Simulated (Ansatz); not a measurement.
A surface is cut from this relaxed crystal of GaSb:

```cif
data_structure
_symmetry_space_group_name_H-M 'F-43m'
_symmetry_Int_Tables_number 216
_cell_length_a 6.1112
_cell_length_b 6.1112
_cell_length_c 6.1112
_cell_angle_alpha 90.000
_cell_angle_beta 90.000
_cell_angle_gamma 90.000
_cell_volume 228.24
loop_
_atom_site_label
_atom_site_type_symbol
_atom_site_symmetry_multiplicity
_atom_site_Wyckoff_symbol
_atom_site_fract_x
_atom_site_fract_y
_atom_site_fract_z
_atom_site_occupancy
Ga1 Ga 4 a 0.00000 0.00000 0.00000 1
Sb1 Sb 4 c 0.25000 0.25000 0.25000 1
```

Miller indices refer to the conventional cell of F-43m (No. 216), a = 6.111 Å, b = 6.111 Å, c = 6.111 Å, α = 90.00°, β = 90.00°, γ = 90.00°.

The (100) slab of 9 planes, 12.2 Å thick with 15 Å of vacuum as cut; outer planes Sb (top) and Sb (bottom).

Level of theory: DFT PBEsol, scalar-relativistic, plane waves, PAW (Ansatz). Settings: cutoff 420 eV, Γ-centred mesh 8×8×1 on the computed 9-atom cell, Gaussian smearing of 0.10 eV; no spin polarisation. A dipole correction removes the field between periodic images along c.

The slab isn't stoichiometric (Ga4Sb5), so its surface energy depends on the chemical potentials; it is given with the excess atoms taken from the element's standard state, a limit at which the compound may itself be unstable, so the figure can be too low. The work function read from the bulk's Fermi level differs by 0.44 eV, so the slab's middle doesn't match the bulk reference (too thin, or relaxed to another structure or magnetic state).

With the atoms at the bulk's places:

```
Surface energy with the excess atoms taken from the elements : 1.09 J/m²
Work function                                                : 5.31 eV
```

(1) What changes when all atoms relax within this surface cell and its symmetry?

Spin-orbit coupling is left out, which matters for the bands of heavy elements.

## Answers

(1) The energy falls by 0.002 J/m² a face, and the largest move is 0.03 Å.

```
Surface energy with the excess atoms taken from the elements : 1.09 J/m²
Work function                                                : 5.32 eV
```

```csv
plane (bottom to top),atoms,"spacing to next, bulk (Å)",relaxed (Å),change (%)
1,Sb,1.528,1.522,-0.4
2,Ga,1.528,1.555,+1.8
3,Sb,1.528,1.524,-0.3
4,Ga,1.528,1.538,+0.6
5,Sb,1.528,1.538,+0.6
6,Ga,1.528,1.524,-0.3
7,Sb,1.528,1.555,+1.8
8,Ga,1.528,1.522,-0.4
9,Sb,,,
```